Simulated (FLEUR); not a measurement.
# Al (Im-3m) in FLEUR: further runs

Runs on Al. Level: PBEsol. Tasks: equation of state, band structure.

Program: FLEUR MaX-R8.1 (later development tree). These are calculated values, not measurements. Logs are shortened: lines on timing, memory, paths and dates and some standing lists are left out, and cuts for length are marked.

## (1) The crystal as given

Symmetry: Im-3m, No. 229, cubic system. The conventional cell has a = 3.182 Å, b = 3.182 Å, c = 3.182 Å, α = 90.00°, β = 90.00°, γ = 90.00°. Al (site symmetry m-3m) is surrounded by 8 Al at 2.76 Å.

This isn't the form of Al at room conditions, which is fcc.

## (2) Equation of state, PBEsol, 15.15 Å³/atom (volume scaled by 0.94)

inp.xml reads:

```xml
<?xml version="1.0" encoding="UTF-8" standalone="no"?>
<fleurInput fleurInputVersion="0.39">
   <comment>
      Al                                                                                                  
   </comment>
   <calculationSetup>
      <cutoffs Kmax="4.15" Gmax="12.9" GmaxXC="12.9" numbands="0"/>
      <scfLoop itmax="60" minDistance="0.00001" maxIterBroyd="15" imix="Anderson" alpha="0.05" precondParam="0.0" spinf="2.0" sdNocoIR="T"/>
      <coreElectrons ctail="T" frcor="F" kcrel="0" coretail_lmax="0"/>
      <xcFunctional name="PBEs" relativisticCorrections="F"/>
      <magnetism jspins="1"/>
      <soc l_soc="F" theta="0.0" phi="0.0" spav="F"/>
      <expertModes spex="0" secvar="F"/>
      <geometryOptimization l_f="F" forcealpha="1.0" forcemix="BFGS" epsdisp="0.0005" epsforce="0.0002"/>
      <ldaU l_linMix="F" mixParam="0.05" spinf="1.0"/>
   </calculationSetup>
   <cell>
      <bzIntegration valenceElectrons="11.0" mode="hist" fermiSmearingEnergy="0.00183747">
         <kPointListSelection listName="default-1"/>
         <!-- k-points included here -->
         <xi:include xmlns:xi="http://www.w3.org/2001/XInclude" href="kpts.xml"> </xi:include>
      </bzIntegration>
      <!-- symmetry operations included here -->
      <xi:include xmlns:xi="http://www.w3.org/2001/XInclude" href="sym.xml"> </xi:include>
      <bulkLattice scale="0.9795861087">
         <bravaisMatrix>
            <row-1>   -3.0069675284447888     3.0069675284447888     3.0069675284447888</row-1>
            <row-2>    3.0069675284447888    -3.0069675284447888     3.0069675284447888</row-2>
            <row-3>    3.0069675284447888     3.0069675284447888    -3.0069675284447888</row-3>
         </bravaisMatrix>
      </bulkLattice>
   </cell>
   <atomSpecies>
      <species name="Aluminum (Al)" element="Al" atomicNumber="13">
         <mtSphere radius="2.36" gridPoints="797" logIncrement="0.014"/>
         <atomicCutoffs lmax="10" lnonsphr="10"/>
         <electronConfig flipSpins="F">
            <coreConfig>(1s1/2)</coreConfig>
            <valenceConfig>(2s1/2) (2p1/2) (2p3/2) (3s1/2) (3p1/2) (3p3/2)</valenceConfig>
            <stateOccupation state="(3p1/2)" spinUp="0.166667" spinDown="0.166667"/>
            <stateOccupation state="(3p3/2)" spinUp="0.333333" spinDown="0.333333"/>
         </electronConfig>
         <energyParameters s="3" p="3" d="3" f="4"/>
         <lo type="SCLO" l="0" n="2" eDeriv="0"/>
         <lo type="SCLO" l="1" n="2" eDeriv="0"/>
         <lo type="SCLO" l="2" n="3" eDeriv="2"/>
         <lo type="SCLO" l="3" n="4" eDeriv="2"/>
      </species>
   </atomSpecies>
   <atomGroups>
      <atomGroup species="Aluminum (Al)">
         <relPos label="                   1">.0000000000 .0000000000 .0000000000</relPos>
         <force calculate="T" relaxXYZ="TTT"/>
      </atomGroup>
   </atomGroups>
   <output dos="F" band="F" slice="F">
      <checks vchk="F" cdinf="F"/>
      <bandDOS minEnergy="-.5*Htr" maxEnergy="0.5*Htr" sigma="0.015" storeEVData="T"/>
      <vacuumDOS vacdos="F" integ="F" star="F" nstars="0" locx1="0.0" locy1="0.0" locx2="0.0" locy2="0.0" nstm="0" tworkf="0.0"/>
      <unfoldingBand unfoldBand="F" supercellX="1" supercellY="1" supercellZ="1"/>
      <plotting iplot="0" polar="F">
         <plot TwoD="T" vec1="  1.0  0.0  0.0" vec2="  0.0  1.0  0.0" vec3="  0.0  0.0  1.0" zero="  0.0  0.0  0.0" file="plot"/>
      </plotting>
      <chargeDensitySlicing numkpt="0" minEigenval="0.0" maxEigenval="0.0" nnne="0" pallst="F"/>
      <specialOutput eonly="F"/>
      <moessbauerParams electricFieldGradient="T" isomerShift="T" coreHyperfine="T" valenceHyperfine="T"/>
      <magneticCircularDichroism mcd="F" energyLo="-10.0" energyUp="0.0"/>
   </output>
  <!-- We include the file relax.xml here to enable relaxations (see documentation) -->
  <xi:include xmlns:xi="http://www.w3.org/2001/XInclude" href="relax.xml"> <xi:fallback/> </xi:include>
</fleurInput>
```

Potentials or basis: all-electron, FLAPW.

Run with:

```sh
$ inpgen -f crystal.txt -profile fastHighL
$ # inp.xml edited to the form shown
$ fleur_MPI
```

What it wrote:

```text
Welcome to FLEUR        (www.flapw.de)
      MaX-Release 8.1          (www.max-centre.eu)

 ========== k-point set info ==========
 Selected k-point list: default-1
 k-point list type: mesh
 12 x 12 x 12
 Number of k points: 72

 ------------Calculation Setup---------------------------
 Number of MPI-tasks      :            1
 Number of PE/node        :            1
 Number of OMP-threads    :            1
 Most efficient MPI parallelization for:
           1           2           3           4           6           8           9          12          18          24          36          72
 Additional eigenvalue parallelization possible
 Number of basis functions:          168
 Approximate size of matrices (H+S) per k-point:         0.000 GB
 --------------------------------------------------------
 Iteration:     1   Distance:       3.81559207 me/bohr^3
 Iteration:     2   Distance:       3.60237843 me/bohr^3
 Iteration:     3   Distance:       1.16412347 me/bohr^3
 Iteration:     4   Distance:       0.11684107 me/bohr^3
 Iteration:     5   Distance:       0.09261122 me/bohr^3
 Iteration:     6   Distance:       0.00497645 me/bohr^3
 Iteration:     7   Distance:       0.01128402 me/bohr^3
 Iteration:     8   Distance:       0.00021804 me/bohr^3
 Iteration:     9   Distance:       0.00002705 me/bohr^3
 Iteration:    10   Distance:       0.00000257 me/bohr^3

 ********************************************************************
 Run finished successfully
 Stop message:
   all done
 ********************************************************************
```

out.xml (last iteration):

```text
<iteration numberForCurrentRun="   10" overallNumber="   10">
         <energyParameters units="Htr">
            <atomicEP atomType="1" spin="1" branch="3s" branchLowest="-3.47" branchHighest="1.15" value="0.0819978587"/>
            <atomicEP atomType="1" spin="1" branch="3p" branchLowest="-2.06" branchHighest="1.57" value="0.2376942228"/>
            <atomicEP atomType="1" spin="1" branch="3d" branchLowest="-9.99" branchHighest="1.90" value="0.4154161840"/>
            <atomicEP atomType="1" spin="1" branch="4f" branchLowest="-9.99" branchHighest="3.65" value="0.5829835163"/>
            <loAtomicEP atomType="1" spin="1" branch="2s" branchLowest="-54.91" branchHighest="-3.47" value="-3.4693162666"/>
            <loAtomicEP atomType="1" spin="1" branch="2p" branchLowest="-9.99" branchHighest="-2.06" value="-2.0611776480"/>
            <loAtomicEP atomType="1" spin="1" branch="3d" branchLowest="-9.99" branchHighest="1.90" value="0.4154157104"/>
            <loAtomicEP atomType="1" spin="1" branch="4f" branchLowest="-9.99" branchHighest="3.65" value="0.5829865496"/>
         </energyParameters>
         <eigenvalues>
            <eigenvaluesAt spin="1" ikpt="1" k_x="0.00000000" k_y="0.00000000" k_z="0.00000000">
                      -3.4694900760       -2.0605953071       -2.0605953071       -2.0605953071       -0.1173055047
                       0.8201196029        0.8201196029        0.8201196029        0.9033562033
            </eigenvaluesAt>
            <eigenvaluesAt spin="1" ikpt="2" k_x="0.00000000" k_y="0.00000000" k_z="0.08333333">
                      -3.4694780320       -2.0606791075       -2.0606260503       -2.0605942314       -0.1095321741
                       0.7419631516        0.7826075538        0.7906241344        0.8629431703
            </eigenvaluesAt>
            <eigenvaluesAt spin="1" ikpt="3" k_x="0.00000000" k_y="0.00000000" k_z="0.16666667">
                      -3.4694451051       -2.0609075398       -2.0607098934       -2.0605914550       -0.0862933777
                       0.6101584653        0.7322485509        0.7380568195        0.8080984776
            </eigenvaluesAt>
            <eigenvaluesAt spin="1" ikpt="4" k_x="0.00000000" k_y="0.00000000" k_z="0.25000000">
                      -3.4694002539       -2.0612192637       -2.0608244254       -2.0605876034       -0.0478274836
                       0.4800197699        0.6903705154        0.6912837125        0.7625459723
            </eigenvaluesAt>
         </eigenvalues>
         <bandgap value="0.0082688552" units="eV"/>
         <sumValenceSingleParticleEnergies value="-18.8752036211" units="Htr"/>
         <FermiEnergy value="0.3138351148" units="Htr"/>
         <valenceDensity>
            <mtCharges spin="1">
               <mtCharge atomType="1" total="9.6232583" s="2.7329645" p="6.7203124" d="0.1597657" f="0.0095527"/>
            </mtCharges>
            <spinDependentCharge spin="1" total="11.0000000" interstitial="1.3767417" mtSpheres="9.6232583"/>
            <totalCharge value="11.0000000000"/>
         </valenceDensity>
         <coreStates atomType="     1" atomicNumber=" 13" spin="1" kinEnergy="    158.8658803820" eigValSum="   -109.8193423978" lostElectrons=" 0.000000">
            <state n="1" l="0" j="0.5" energy="-54.9096711989" weight="1.0000000000"/>
         </coreStates>
         <allElectronCharges>
            <spinDependentCharge spin="1" total="13.0000000" interstitial="1.3767417" mtSpheres="11.6232583"/>
            <totalCharge value="13.0000000002"/>
         </allElectronCharges>
         <moessbauerParams unitsHFF="kG" unitsIS="e/bohr^3" unitsEFG="Htr/bohr^2">
            <coreIsomerShift atomType="1" isTotal="1397.29284">
               <shell n="1" l="0" isomerShift="1397.29284"/>
            </coreIsomerShift>
            <isomerShift atomType="1" nucleusRadius="0.0000708" averageDensity="1496.14716"/>
            <electricFieldGradient atomType="1" VXX="0.00000" VYY="0.00000" VZZ="0.00000" asymParam="0.00000">
            </electricFieldGradient>
         </moessbauerParams>
         <totalEnergy                                    value="     -242.3413013710" units="Htr">
            <sumOfEigenvalues                            value="     -128.6945460189">
               <coreElectrons value="-109.8193423978"/>
               <valenceElectrons value="-18.8752036211"/>
            </sumOfEigenvalues>
            <densityCoulombPotentialIntegral value="-347.8356122228"/>
            <densityEffectivePotentialIntegral value="-371.5276604892"/>
            <chargeDenXCDenIntegral value="-18.1687026992"/>
            <FockExchangeEnergyValence value="0.0000000000"/>
            <FockExchangeEnergyCore value="0.0000000000"/>
            <atomTypeDependentContributions atomType="1">
               <electronNucleiInteractionDifferentMTs value="287.7454294604"/>
               <MadelungTerm value="-5.3424775704"/>
            </atomTypeDependentContributions>
            <tkbTimesEntropy value="0.0001542229"/>
            <freeEnergy value="-242.3414555940"/>
            <extrapolationTo0K value="-242.3413784825"/>
         </totalEnergy>
         <densityConvergence units="me/bohr^3">
            <chargeDensity spin="1" distance="0.0000025716"/>
         </densityConvergence>
      </iteration>
```

It took 8.2 s on 1 thread of Arm Neoverse V2, shared host; peak memory 0.06 GiB.

Results:

```
Free energy                                           : -6594.4470 eV
Band gap on the k mesh                                : none (metal or under the smearing width)
Valence electrons inside the program's atomic spheres : Al 9.62 (radii Al 2.36 bohr)
```

## (3) Equation of state, PBEsol, 15.47 Å³/atom (volume scaled by 0.96)

Edit inp.xml of step 2 so:

```diff
@@ -24,3 +24,3 @@
       <xi:include xmlns:xi="http://www.w3.org/2001/XInclude" href="sym.xml"> </xi:include>
-      <bulkLattice scale="0.9795861087">
+      <bulkLattice scale="0.9864848297">
          <bravaisMatrix>
```

Potentials or basis: all-electron, FLAPW.

Run with:

```sh
$ inpgen -f crystal.txt -profile fastHighL
$ # inp.xml edited to the form shown
$ fleur_MPI
```

Run time: 8.5 s. Hardware: 1 thread of Arm Neoverse V2, shared host; peak memory 0.06 GiB.

The run converged. Its results:

- Free energy: -6594.4608 eV
- Band gap on the k mesh: none (metal or under the smearing width)
- Valence electrons inside the program's atomic spheres: Al 9.60 (radii Al 2.36 bohr)

## (4) Equation of state, PBEsol, 15.79 Å³/atom (volume scaled by 0.98)

Edit inp.xml of step 3 so:

```diff
@@ -24,3 +24,3 @@
       <xi:include xmlns:xi="http://www.w3.org/2001/XInclude" href="sym.xml"> </xi:include>
-      <bulkLattice scale="0.9864848297">
+      <bulkLattice scale="0.9932883884">
          <bravaisMatrix>
```

Run with:

```sh
$ inpgen -f crystal.txt -profile fastHighL
$ # inp.xml edited to the form shown
$ fleur_MPI
```

Wall time 8.8 s (1 thread of Arm Neoverse V2, shared host); peak memory 0.06 GiB.

It converged, with:

* Free energy: -6594.4707 eV
* Band gap on the k mesh: none (metal or under the smearing width)
* Valence electrons inside the program's atomic spheres: Al 9.57 (radii Al 2.36 bohr)

## (5) Equation of state, PBEsol, 16.12 Å³/atom

Edit inp.xml of step 4 so:

```diff
@@ -24,3 +24,3 @@
       <xi:include xmlns:xi="http://www.w3.org/2001/XInclude" href="sym.xml"> </xi:include>
-      <bulkLattice scale="0.9932883884">
+      <bulkLattice scale="1.0000000000">
          <bravaisMatrix>
```

Run with:

```sh
$ inpgen -f crystal.txt -profile fastHighL
$ # inp.xml edited to the form shown
$ fleur_MPI
```

Run time: 8.9 s. Hardware: 1 thread of Arm Neoverse V2, shared host; peak memory 0.06 GiB.

It converged, with:

| Quantity | Value |
| --- | --- |
| Free energy | -6594.4770 eV |
| Band gap on the k mesh | none (metal or under the smearing width) |
| Valence electrons inside the program's atomic spheres | Al 9.55 (radii Al 2.36 bohr) |

## (6) Equation of state, PBEsol, 16.44 Å³/atom (volume scaled by 1.02)

Edit inp.xml of step 5 so:

```diff
@@ -24,3 +24,3 @@
       <xi:include xmlns:xi="http://www.w3.org/2001/XInclude" href="sym.xml"> </xi:include>
-      <bulkLattice scale="1.0000000000">
+      <bulkLattice scale="1.0066227096">
          <bravaisMatrix>
```

Potentials or basis: all-electron, FLAPW.

Run with:

```sh
$ inpgen -f crystal.txt -profile fastHighL
$ # inp.xml edited to the form shown
$ fleur_MPI
```

Wall time 9.2 s (1 thread of Arm Neoverse V2, shared host); peak memory 0.06 GiB.

It converged, with:

| Item | Value |
| --- | --- |
| Free energy | -6594.4799 eV |
| Band gap on the k mesh | none (metal or under the smearing width) |
| Valence electrons inside the program's atomic spheres | Al 9.53 (radii Al 2.36 bohr) |

## (7) Equation of state, PBEsol, 16.76 Å³/atom (volume scaled by 1.04)

Edit inp.xml of step 6 so:

```diff
@@ -24,3 +24,3 @@
       <xi:include xmlns:xi="http://www.w3.org/2001/XInclude" href="sym.xml"> </xi:include>
-      <bulkLattice scale="1.0066227096">
+      <bulkLattice scale="1.0131594038">
          <bravaisMatrix>
```

Run with:

```sh
$ inpgen -f crystal.txt -profile fastHighL
$ # inp.xml edited to the form shown
$ fleur_MPI
```

Run time: 9.5 s. Hardware: 1 thread of Arm Neoverse V2, shared host; peak memory 0.06 GiB.

The run converged. Its results:

| Property | Result |
| --- | --- |
| Free energy | -6594.4799 eV |
| Band gap on the k mesh | none (metal or under the smearing width) |
| Valence electrons inside the program's atomic spheres | Al 9.51 (radii Al 2.36 bohr) |

## (8) Equation of state, PBEsol, 17.08 Å³/atom (volume scaled by 1.06)

Edit inp.xml of step 7 so:

```diff
@@ -24,3 +24,3 @@
       <xi:include xmlns:xi="http://www.w3.org/2001/XInclude" href="sym.xml"> </xi:include>
-      <bulkLattice scale="1.0131594038">
+      <bulkLattice scale="1.0196128224">
          <bravaisMatrix>
```

Run with:

```sh
$ inpgen -f crystal.txt -profile fastHighL
$ # inp.xml edited to the form shown
$ fleur_MPI
```

Wall time 9.7 s (1 thread of Arm Neoverse V2, shared host); peak memory 0.06 GiB.

It converged, with:

| Quantity | Value |
| --- | --- |
| Free energy | -6594.4772 eV |
| Band gap on the k mesh | none (metal or under the smearing width) |
| Valence electrons inside the program's atomic spheres | Al 9.49 (radii Al 2.36 bohr) |

## (9) Equation of state, PBEsol

Potentials or basis: all-electron, FLAPW.

No new run: the results of the series are fitted here.

What came out:

```
Equilibrium volume                      : 16.59 Å³/atom
Bulk modulus                            : 73 GPa
Pressure derivative of the bulk modulus : 3.9
```

Energy against volume, from the lowest point:
```
volume (Å³/atom)  energy (meV/atom)
          15.149              32.98
          15.471              19.10
          15.793               9.23
          16.116               2.97
          16.438               0.00
          16.760               0.03
          17.083               2.78
```

(Continued in part 2 of 2.)
